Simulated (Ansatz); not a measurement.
Input of an Ansatz 0.2.0 run:

File input.yaml:

```yaml
crystal:
  lattice:
    - [2.8124553515, 0.0, 0.0]
    - [-1.4062276757, 2.4356577814, 0.0]
    - [0.0, 0.0, 4.86685]
  atoms:
    - { symbol: Al, position: [0.3333333333, 0.6666666667, 0.25] }
    - { symbol: Al, position: [0.6666666667, 0.3333333333, 0.75] }
kpoints:
  mp_grid: { grid: [11, 11, 6] }
scf:
  occupations: { method: fermi_dirac, width: 0.05 }
hamiltonian:
  xc: pbe
  pseudopotentials: { kind: all_electron, lapw: { basis_error: 0.001 } }
output:
  forces: true
  stress: true
  eigenvalues: true
  populations: true
```

Potentials or basis: all-electron LAPW, scalar-relativistic.

Run with:

```bash
$ ansatz run input.yaml --threads 1 --pin off --max-ram 3072MiB --backend cpu --events-out ev --progress --plain --runs-dir out
```

Problem. Predict the band gap on the k mesh.

Solution. None (metal or under the smearing width).

Problem. What does it give for the pressure?

Solution. 0.2 GPa.

Stress tensor (GPa, compression positive):
```
 1.69  0.00  0.00
 0.00  1.69  0.00
 0.00  0.00 -2.88
```
